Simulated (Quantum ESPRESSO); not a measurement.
# 2H-MoTe2, 2 layers, AA' stacking, stepped through biaxial strain, part 4 of 8

What law, if any, do the results for 2H-MoTe2, 2 layers, AA' stacking follow against biaxial strain?

Quantum ESPRESSO 7.5; plane-wave DFT, PBE, GBRV ultrasoft pseudopotentials.

So far. Step 2 (Relaxing cell and ions of the reference):  The last row is no step: it is a fresh SCF in the final cell with a new plane-wave basis, +0 meV from the row before. Step 3 (Relaxing the ions, -4 %): The relaxation lowers the energy by 16 meV an atom.

**6. Band structure, -4 %**

Bands along a path place the edges.

m0.bands.in reads:

```
&control
  prefix = 'm0.bands'
  outdir = './out'
  pseudo_dir = './pseudo'
  calculation = 'bands'
/
&system
  ibrav = 0
  nat = 6
  ntyp = 2
  ecutwfc = 40
  ecutrho = 200
  occupations = 'smearing'
  smearing = 'fd'
  degauss = 0.002
  nbnd = 32
/
&electrons
  conv_thr = 1e-07
  mixing_beta = 0.4
  electron_maxstep = 120
  mixing_mode = 'plain'
/
ATOMIC_SPECIES
  Te  127.6000  te_pbe_v1.uspp.F.UPF
  Mo  95.9500  mo_pbe_v1.uspp.F.UPF
CELL_PARAMETERS angstrom
  3.37665497184000 0.00000000000000 0.00000000000000
  -1.68832748544000 2.92426898496000 0.00000000000000
  0.00000000000000 0.00000000000000 25.74820526100000
ATOMIC_POSITIONS crystal
  Te  0.333333333300 0.666666666700 0.290584592400
  Mo  0.000000000000 0.000000000000 0.363465909200
  Te  0.333333333300 0.666666666700 0.436472095100
  Te  0.000000000000 0.000000000000 0.563527904900
  Mo  0.333333333300 0.666666666700 0.636534090800
  Te  0.000000000000 0.000000000000 0.709415407600
K_POINTS crystal_b
4
  0.0000000000 0.0000000000 0.0000000000 12
  0.5000000000 0.0000000000 0.0000000000 12
  0.3333333333 0.3333333333 0.0000000000 12
  0.0000000000 0.0000000000 0.0000000000 1
```

Command:

```
cp -r out/m0.scf.save out/m0.bands.save
cp out/m0.scf.xml out/m0.bands.xml
OMP_NUM_THREADS=1 mpirun -n 4 pw.x -nk 4 -in m0.bands.in > m0.bands.out
```

The log of the run:

```text
[banner, memory and clock lines left out]
Program PWSCF v.7.5 starts

          URL

     Atomic positions and unit cell read from directory:
     ./out/m0.bands.save/

     Message from routine setup:
     using ibrav=0 with symmetry is DISCOURAGED, use correct ibrav instead

     G-vector sticks info

     bravais-lattice index     =            0
     lattice parameter (alat)  =       6.3810  a.u.
     unit-cell volume          =    1715.7246 (a.u.)^3
     number of atoms/cell      =            6
     number of atomic types    =            2
     number of electrons       =        52.00
     number of Kohn-Sham states=           32
     kinetic-energy cutoff     =      40.0000  Ry
     charge density cutoff     =     200.0000  Ry
     Exchange-correlation= SLA  PW   PBE  PBE
                           (   1   4   3   4   0   0   0)

     celldm(1)=   6.380953  celldm(2)=   0.000000  celldm(3)=   0.000000
     celldm(4)=   0.000000  celldm(5)=   0.000000  celldm(6)=   0.000000

     crystal axes: (cart. coord. in units of alat)
               a(1) = (   1.000000   0.000000   0.000000 )
               a(2) = (  -0.500000   0.866025   0.000000 )
               a(3) = (   0.000000   0.000000   7.625359 )

     reciprocal axes: (cart. coord. in units 2 pi/alat)
               b(1) = (  1.000000  0.577350 -0.000000 )
               b(2) = (  0.000000  1.154701  0.000000 )
               b(3) = (  0.000000 -0.000000  0.131141 )

     PseudoPot. # 1 for Te read from file:
     ./pseudo/te_pbe_v1.uspp.F.UPF
     Pseudo is Ultrasoft + core correction, Zval =  6.0
     Generated by new atomic code, or converted to UPF format
     Using radial grid of  891 points,  5 beta functions with:
                l(1) =   0
                l(2) =   0
                l(3) =   1
                l(4) =   1
                l(5) =   2
     Q(r) pseudized with  6 coefficients,  rinner =    1.800   1.800   1.800
                                                       1.800   1.800

     PseudoPot. # 2 for Mo read from file:
     ./pseudo/mo_pbe_v1.uspp.F.UPF
     Pseudo is Ultrasoft + core correction, Zval = 14.0
     Generated by new atomic code, or converted to UPF format
     Using radial grid of  889 points,  6 beta functions with:
                l(1) =   0
                l(2) =   0
                l(3) =   1
                l(4) =   1
                l(5) =   2
                l(6) =   2
     Q(r) pseudized with  6 coefficients,  rinner =    1.000   1.000   1.000
                                                       1.000   1.000

     atomic species   valence    mass     pseudopotential
     Te                6.00   127.60000     Te( 1.00)
     Mo               14.00    95.95000     Mo( 1.00)

     12 Sym. Ops., with inversion, found ( 6 have fractional translation)

   Cartesian axes

     site n.     atom                  positions (alat units)
         1        Te     tau(   1) = (   0.0000000   0.5773503   2.2158117  )
         2        Mo     tau(   2) = (   0.0000000   0.0000000   2.7715579  )
         3        Te     tau(   3) = (   0.0000000   0.5773503   3.3282563  )
         4        Te     tau(   4) = (   0.0000000   0.0000000   4.2971024  )
         5        Mo     tau(   5) = (   0.0000000   0.5773503   4.8538007  )
         6        Te     tau(   6) = (   0.0000000   0.0000000   5.4095469  )

     number of k points=    37  Fermi-Dirac smearing, width (Ry)=  0.0020
                       cart. coord. in units 2pi/alat
        k(    1) = (   0.0000000   0.0000000   0.0000000), wk =   0.0540541
        k(    2) = (   0.0416667   0.0240563   0.0000000), wk =   0.0540541
        k(    3) = (   0.0833333   0.0481125   0.0000000), wk =   0.0540541
        k(    4) = (   0.1250000   0.0721688   0.0000000), wk =   0.0540541
        k(    5) = (   0.1666667   0.0962250   0.0000000), wk =   0.0540541
        k(    6) = (   0.2083333   0.1202813   0.0000000), wk =   0.0540541
        k(    7) = (   0.2500000   0.1443376   0.0000000), wk =   0.0540541
        k(    8) = (   0.2916667   0.1683938   0.0000000), wk =   0.0540541
        k(    9) = (   0.3333333   0.1924501   0.0000000), wk =   0.0540541
        k(   10) = (   0.3750000   0.2165064   0.0000000), wk =   0.0540541
        k(   11) = (   0.4166667   0.2405626   0.0000000), wk =   0.0540541
        k(   12) = (   0.4583333   0.2646189   0.0000000), wk =   0.0540541
        k(   13) = (   0.5000000   0.2886751   0.0000000), wk =   0.0540541
        k(   14) = (   0.4861111   0.3127314   0.0000000), wk =   0.0540541
        k(   15) = (   0.4722222   0.3367877   0.0000000), wk =   0.0540541
        k(   16) = (   0.4583333   0.3608439   0.0000000), wk =   0.0540541
        k(   17) = (   0.4444444   0.3849002   0.0000000), wk =   0.0540541
        k(   18) = (   0.4305556   0.4089564   0.0000000), wk =   0.0540541
        k(   19) = (   0.4166667   0.4330127   0.0000000), wk =   0.0540541
        k(   20) = (   0.4027778   0.4570690   0.0000000), wk =   0.0540541
        k(   21) = (   0.3888889   0.4811252   0.0000000), wk =   0.0540541
        k(   22) = (   0.3750000   0.5051815   0.0000000), wk =   0.0540541
        k(   23) = (   0.3611111   0.5292377   0.0000000), wk =   0.0540541
        k(   24) = (   0.3472222   0.5532940   0.0000000), wk =   0.0540541
        k(   25) = (   0.3333333   0.5773503   0.0000000), wk =   0.0540541
        k(   26) = (   0.3055556   0.5292377   0.0000000), wk =   0.0540541
        k(   27) = (   0.2777778   0.4811252   0.0000000), wk =   0.0540541
        k(   28) = (   0.2500000   0.4330127   0.0000000), wk =   0.0540541
        k(   29) = (   0.2222222   0.3849002   0.0000000), wk =   0.0540541
        k(   30) = (   0.1944444   0.3367877   0.0000000), wk =   0.0540541
        k(   31) = (   0.1666667   0.2886751   0.0000000), wk =   0.0540541
        k(   32) = (   0.1388889   0.2405626   0.0000000), wk =   0.0540541
        k(   33) = (   0.1111111   0.1924501   0.0000000), wk =   0.0540541
        k(   34) = (   0.0833333   0.1443376   0.0000000), wk =   0.0540541
        k(   35) = (   0.0555556   0.0962250   0.0000000), wk =   0.0540541
        k(   36) = (   0.0277778   0.0481125   0.0000000), wk =   0.0540541
        k(   37) = (   0.0000000   0.0000000   0.0000000), wk =   0.0540541

     Dense  grid:    82053 G-vectors     FFT dimensions: (  30,  30, 225)

     Smooth grid:    58497 G-vectors     FFT dimensions: (  27,  27, 200)

     The potential is recalculated from file :
     ./out/m0.bands.save/charge-density

     negative rho (up, down):  2.596E-03 0.000E+00
     Starting wfcs are   42 randomized atomic wfcs

     Band Structure Calculation
     Davidson diagonalization with overlap

[...]
3.8855   4.0878   5.6932   5.7657   5.8628   6.0610   6.9521   7.1370

          k = 0.4583 0.3608 0.0000 (  7308 PWs)   bands (ev):

   -56.6398 -56.6398 -30.8619 -30.8619 -30.8248 -30.8247 -30.6876 -30.6876
    -6.7091  -6.5901  -6.5415  -6.4791  -2.0109  -1.8362  -1.2687  -1.2136
     0.3290   0.6942   1.5387   1.5999   1.8150   2.0156   2.6751   2.7265
     3.8066   4.0088   5.7125   5.7219   5.9172   6.1419   6.8016   7.0491

          k = 0.4444 0.3849 0.0000 (  7296 PWs)   bands (ev):

   -56.6396 -56.6396 -30.8614 -30.8614 -30.8216 -30.8216 -30.6937 -30.6937
    -6.6711  -6.5554  -6.5103  -6.4510  -1.9386  -1.7679  -1.2286  -1.1872
     0.3533   0.7064   1.3842   1.4572   1.8253   2.0331   2.3865   2.4776
     3.7526   3.9491   5.6640   5.7344   5.9898   6.2198   6.4716   6.9328

          k = 0.4306 0.4090 0.0000 (  7298 PWs)   bands (ev):

   -56.6394 -56.6394 -30.8608 -30.8608 -30.8176 -30.8176 -30.7012 -30.7012
    -6.6243  -6.5131  -6.4722  -6.4171  -1.8465  -1.6815  -1.1796  -1.1563
     0.3763   0.7108   1.2171   1.2908   1.8347   2.0356   2.0591   2.1816
     3.7258   3.9168   5.6223   5.7318   6.0289   6.2145   6.2856   6.6468

          k = 0.4167 0.4330 0.0000 (  7298 PWs)   bands (ev):

   -56.6391 -56.6391 -30.8602 -30.8602 -30.8128 -30.8128 -30.7098 -30.7098
    -6.5704  -6.4652  -6.4290  -6.3793  -1.7356  -1.5779  -1.1244  -1.1234
     0.3894   0.6951   1.0455   1.1067   1.7198   1.8458   1.8576   2.0479
     3.7212   3.9087   5.5877   5.7157   5.8389   6.2328   6.2919   6.4458

          k = 0.4028 0.4571 0.0000 (  7278 PWs)   bands (ev):

   -56.6389 -56.6389 -30.8595 -30.8595 -30.8074 -30.8074 -30.7193 -30.7192
    -6.5115  -6.4140  -6.3826  -6.3399  -1.6071  -1.4590  -1.0918  -1.0664
     0.3800   0.6374   0.8749   0.9036   1.4504   1.5428   1.8636   2.0347
     3.7344   3.9192   5.5590   5.6116   5.6901   6.1281   6.3343   6.4481

          k = 0.3889 0.4811 0.0000 (  7282 PWs)   bands (ev):

   -56.6386 -56.6386 -30.8589 -30.8589 -30.8013 -30.8013 -30.7291 -30.7291
    -6.4506  -6.3629  -6.3359  -6.3017  -1.4632  -1.3276  -1.0648  -1.0107
     0.3330   0.4970   0.7010   0.7013   1.2778   1.3001   1.8718   2.0162
     3.7610   3.9433   5.4253   5.5347   5.6528   5.9598   6.4431   6.4941

          k = 0.3750 0.5052 0.0000 (  7288 PWs)   bands (ev):

   -56.6384 -56.6384 -30.8583 -30.8583 -30.7948 -30.7948 -30.7391 -30.7391
    -6.3909  -6.3159  -6.2922  -6.2680  -1.3082  -1.1885  -1.0449  -0.9635
     0.2363   0.2515   0.5262   0.5570   1.1576   1.1929   1.8790   1.9917
     3.7958   3.9753   5.2834   5.5145   5.6109   5.8303   6.5435   6.5458

          k = 0.3611 0.5292 0.0000 (  7308 PWs)   bands (ev):

   -56.6382 -56.6382 -30.8578 -30.8578 -30.7882 -30.7882 -30.7485 -30.7485
    -6.3366  -6.2786  -6.2552  -6.2416  -1.1565  -1.0521  -1.0267  -0.9310
    -0.0173   0.0854   0.3984   0.4562   1.1022   1.1526   1.8861   1.9636
     3.8315   4.0086   5.1865   5.5004   5.5691   5.7419   6.5934   6.6290

          k = 0.3472 0.5533 0.0000 (  7310 PWs)   bands (ev):

   -56.6381 -56.6381 -30.8575 -30.8575 -30.7822 -30.7822 -30.7564 -30.7563
    -6.2924  -6.2588  -6.2294  -6.2244  -1.0756  -0.9614  -0.9426  -0.9152
    -0.2391  -0.0691   0.3446   0.3875   1.0947   1.1290   1.8956   1.9352
     3.8591   4.0348   5.1318   5.4966   5.5335   5.6917   6.6404   6.6770

          k = 0.3333 0.5774 0.0000 (  7266 PWs)   bands (ev):

   -56.6380 -56.6380 -30.8574 -30.8574 -30.7793 -30.7793 -30.7599 -30.7599
    -6.2638  -6.2638  -6.2188  -6.2188  -1.0681  -0.9147  -0.8995  -0.8995
    -0.3342  -0.1356   0.3481   0.3481   1.1090   1.1090   1.9112   1.9112
     3.8699   4.0452   5.1148   5.5081   5.5081   5.6760   6.6764   6.6764

          k = 0.3056 0.5292 0.0000 (  7314 PWs)   bands (ev):

   -56.6382 -56.6382 -30.8579 -30.8579 -30.7865 -30.7865 -30.7497 -30.7497
    -6.3578  -6.2882  -6.2657  -6.2445  -1.0851  -1.0196  -0.9876  -0.8964
    -0.0554   0.0759   0.3323   0.4628   1.0594   1.1592   1.8989   1.9765
     3.8240   3.9983   5.1702   5.4742   5.5781   5.7302   6.5460   6.6626

          k = 0.2778 0.4811 0.0000 (  7292 PWs)   bands (ev):

   -56.6389 -56.6389 -30.8596 -30.8596 -30.7930 -30.7930 -30.7332 -30.7332
    -6.5706  -6.4509  -6.4093  -6.3399  -1.1313  -1.0875  -0.8765  -0.7837
     0.3319   0.4443   0.4448   0.6520   0.9846   1.2134   1.9718   2.1050
     3.7174   3.8820   5.2691   5.4149   5.6509   5.8651   6.3828   6.4885

          k = 0.2500 0.4330 0.0000 (  7306 PWs)   bands (ev):

   -56.6401 -56.6401 -30.8626 -30.8626 -30.7926 -30.7926 -30.7163 -30.7163
    -6.8885  -6.7293  -6.6394  -6.5201  -1.0185  -0.9684  -0.6092  -0.5302
     0.3449   0.6566   0.8466   0.9564   1.0123   1.3018   2.1554   2.2943
     3.6260   3.7706   5.1133   5.5386   5.6012   6.0283   6.2611   6.2787

          k = 0.2222 0.3849 0.0000 (  7302 PWs)   bands (ev):

   -56.6418 -56.6418 -30.8668 -30.8668 -30.7843 -30.7843 -30.7000 -30.7000
    -7.2733  -7.0860  -6.9261  -6.7628  -0.7881  -0.6839  -0.2421  -0.1465
     0.3348   0.6896   0.8067   1.1553   1.5310   1.6008   2.4280   2.5173
     3.5971   3.7245   4.8844   5.4033   5.7060   6.1149   6.1284   6.2171

          k = 0.1944 0.3368 0.0000 (  7339 PWs)   bands (ev):

   -56.6440 -56.6440 -30.8721 -30.8721 -30.7687 -30.7687 -30.6849 -30.6849
    -7.6820  -7.4766  -7.2361  -7.0369  -0.6227  -0.3192   0.0996   0.2877
     0.4515   0.6700   0.8880   1.2902   2.0234   2.0348   2.7337   2.7361
     3.5905   3.7193   4.7721   5.2445   5.8139   5.9981   6.0595   6.2990

          k = 0.1667 0.2887 0.0000 (  7355 PWs)   bands (ev):

   -56.6465 -56.6465 -30.8781 -30.8781 -30.7470 -30.7470 -30.6713 -30.6713
    -8.0803  -7.8640  -7.5422  -7.3146  -0.7314  -0.1203   0.4249   0.5640
     0.6918   0.9691   1.2599   1.5177   2.4308   2.4516   2.9200   3.0156
     3.5052   3.6518   4.8953   5.2932   5.8646   5.9681   6.0727   6.3226

          k = 0.1389 0.2406 0.0000 (  7357 PWs)   bands (ev):

   -56.6490 -56.6490 -30.8844 -30.8844 -30.7216 -30.7216 -30.6597 -30.6597
    -8.4442  -8.2217  -7.8243  -7.5746  -0.9938  -0.2738   0.6486   0.9816
     1.0513   1.3504   1.8258   1.9268   2.7257   2.7659   3.0607   3.2175
     3.3382   3.5322   5.2311   5.5370   5.9506   6.1257   6.2473   6.3209

          k = 0.1111 0.1925 0.0000 (  7395 PWs)   bands (ev):

   -56.6516 -56.6516 -30.8905 -30.8905 -30.6951 -30.6951 -30.6501 -30.6501
    -8.7580  -8.5321  -8.0687  -7.8023  -1.2774  -0.5283   0.7559   1.4507
     1.5148   1.6461   2.3960   2.4439   2.8425   2.9443   3.0752   3.2061
     3.2440   3.6041   5.7063   5.8965   6.1479   6.3372   6.4850   6.6463

          k = 0.0833 0.1443 0.0000 (  7389 PWs)   bands (ev):

   -56.6538 -56.6538 -30.8960 -30.8960 -30.6705 -30.6705 -30.6426 -30.6426
    -9.0109  -8.7834  -8.2663  -7.9875  -1.5289  -0.7702   0.8280   1.8012
     1.9525   1.9781   2.8507   2.8620   2.8809   2.9027   2.9309   3.2064
     3.3097   3.7538   6.2980   6.3764   6.4928   6.5269   6.9372   7.1000

          k = 0.0556 0.0962 0.0000 (  7353 PWs)   bands (ev):

   -56.6555 -56.6555 -30.9002 -30.9002 -30.6505 -30.6505 -30.6372 -30.6372
    -9.1960  -8.9679  -8.4110  -8.1237  -1.7225  -0.9611   0.8757   2.0126
     2.3089   2.3166   2.7480   2.7547   2.8617   3.1941   3.2078   3.2736
     3.3728   3.8031   6.8879   6.9344   6.9547   6.9757   7.3386   7.4972

          k = 0.0278 0.0481 0.0000 (  7357 PWs)   bands (ev):

   -56.6566 -56.6566 -30.9030 -30.9029 -30.6375 -30.6375 -30.6340 -30.6340
    -9.3088  -9.0804  -8.4992  -8.2069  -1.8438  -1.0821   0.9020   2.1411
     2.5451   2.5453   2.6570   2.6627   2.8352   3.3558   3.3674   3.3870
     3.4197   3.7503   7.3047   7.3947   7.4760   7.4844   7.5741   7.6243

          k = 0.0000 0.0000 0.0000 (  7333 PWs)   bands (ev):

   -56.6570 -56.6570 -30.9039 -30.9039 -30.6330 -30.6330 -30.6329 -30.6329
    -9.3466  -9.1183  -8.5288  -8.2349  -1.8850  -1.1234   0.9103   2.1843
     2.6251   2.6251   2.6305   2.6305   2.8226   3.4205   3.4205   3.4379
     3.4379   3.6946   7.5016   7.5016   7.6058   7.6058   7.6196   7.7395

     XML data file, pseudopotentials, collected wavefunctions

                                        0.00s GPU  (     520 calls)
```

Wall time 47 s (4 MPI ranks of Arm Neoverse V2, shared host); peak memory 0.41 GiB; 3.1 min of CPU time.

Read from the output:

* valence top, on the run's zero: 4.189 eV
* conduction bottom, on the run's zero: 4.772 eV
* gap by band count: 0.5836 eV

Band numbers count within the set of bands kept for display. The electronic bands at the labelled points (eV, zero at the highest filled level of the SCF mesh; v1 is the highest filled band, c1 the lowest empty one):

```
  point     v4     v3     v2     v1    c1    c2    c3    c4
      Γ  -0.77  -0.75  -0.75  -0.49  3.31  3.31  3.42  3.42
halfway  -1.31  -1.11  -0.83  -0.79  1.08  1.31  2.02  2.10
      M  -1.15  -1.14  -0.19   0.00  1.45  1.64  1.66  1.76
halfway  -2.33  -2.14  -0.47  -0.28  1.40  1.53  1.65  2.04
      K  -2.28  -2.28  -0.32  -0.14  0.93  1.32  1.32  1.49
halfway  -1.27  -1.17  -0.68  -0.54  0.71  1.10  1.68  1.78
      Γ  -0.77  -0.75  -0.75  -0.49  3.31  3.31  3.42  3.42
```

Along this path the valence top lies at M and the conduction bottom between K and Γ.

(Continued in part 5 of 8.)

[Logs are printed without paths, hosts, clocks, repeated set-up lines and the standing remarks that a program may print on its own settings, such as how far it seeks lower states.]

[Hosts, paths, dates, database ids (printed as entryN), source tags and the programs' standing remarks are cut or masked in the printed files.]

[Maps of the electrostatic potential energy from Ansatz leave out the sawtooth potential of an applied field or a dipole correction, so their vacuum need not be flat; planar profiles and work functions include it.]
